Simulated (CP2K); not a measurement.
Input of a CP2K 2026.2 run:

File w_charges.inp:

```
&GLOBAL
  PROJECT w_charges
  RUN_TYPE ENERGY_FORCE
  PRINT_LEVEL LOW
&END GLOBAL
&FORCE_EVAL
  METHOD QS
  STRESS_TENSOR ANALYTICAL
  &DFT
    BASIS_SET_FILE_NAME BASIS_ccGRB_UZH
    POTENTIAL_FILE_NAME POTENTIAL_UZH
    &MGRID
      CUTOFF 450
      REL_CUTOFF 60
      NGRIDS 4
    &END MGRID
    &QS
      METHOD GPW
      EPS_DEFAULT 1.0E-9
    &END QS
    &KPOINTS
      SCHEME MONKHORST-PACK 12 12 12
      GAMMA_CENTERED T
      SYMMETRY T
      SYMMETRY_BACKEND SPGLIB
    &END KPOINTS
    &SCF
      SCF_GUESS ATOMIC
      EPS_SCF 1.0E-6
      MAX_SCF 100
      ADDED_MOS 11
      CHOLESKY OFF
      EPS_EIGVAL 1.0E-7
      &DIAGONALIZATION ON
        ALGORITHM STANDARD
      &END DIAGONALIZATION
      &MIXING ON
        METHOD BROYDEN_MIXING
        ALPHA 0.4
        BETA 1.5
        NBUFFER 8
      &END MIXING
      &SMEAR ON
        METHOD FERMI_DIRAC
        ELECTRONIC_TEMPERATURE 580.23
      &END SMEAR
    &END SCF
    &XC
      &XC_FUNCTIONAL
        &GGA_X_PBE
        &END GGA_X_PBE
        &GGA_C_PBE
        &END GGA_C_PBE
      &END XC_FUNCTIONAL
    &END XC
    &PRINT
      &KPOINTS ON
      &END KPOINTS
      &MULLIKEN ON
      &END MULLIKEN
      &MO ON
        ENERGIES T
        OCCUPATION_NUMBERS T
        &EACH
          QS_SCF 0
        &END EACH
        ADD_LAST NUMERIC
      &END MO
      &LOWDIN ON
      &END LOWDIN
      &HIRSHFELD ON
        SHAPE_FUNCTION DENSITY
      &END HIRSHFELD
      &VORONOI ON
        VORONOI_RADII COVALENT
      &END VORONOI
      &E_DENSITY_CUBE ON
        STRIDE 1
      &END E_DENSITY_CUBE
      &V_HARTREE_CUBE ON
        STRIDE 1
      &END V_HARTREE_CUBE
      &ELF_CUBE ON
        STRIDE 1
      &END ELF_CUBE
    &END PRINT
  &END DFT
  &SUBSYS
    &CELL
      A 2.7407019351 0.0000000000 0.0000000000
      B -0.9135673117 2.5839585647 0.0000000000
      C -0.9135673117 -1.2919792823 2.2377737594
      PERIODIC XYZ
    &END CELL
    &COORD
      SCALED
      W   0.0000000000 0.0000000000 0.0000000000
    &END COORD
    &KIND W
      BASIS_SET ccGRB-D-q14
      POTENTIAL GTH-PBE-q14
    &END KIND
    &PRINT
      &ATOMIC_COORDINATES ON
      &END ATOMIC_COORDINATES
      &CELL ON
      &END CELL
    &END PRINT
  &END SUBSYS
  &PRINT
    &FORCES ON
    &END FORCES
    &STRESS_TENSOR ON
    &END STRESS_TENSOR
  &END PRINT
&END FORCE_EVAL
```

Potentials or basis: POTENTIAL_UZH W GTH-PBE-q14; ccGRB-D basis.

Run with:

```console
$ OMP_NUM_THREADS=1 cp2k.psmp -i w_charges.inp -o w_charges.out
```

Estimate the pressure.

4.1 GPa.

What does it give for the band gap on the k mesh?

None (metal or under the smearing width).

Caveat: the basis of atomic orbitals isn't converged, which shifts pressures, moduli and gaps. Spin-orbit coupling is left out, which matters for the levels of W.
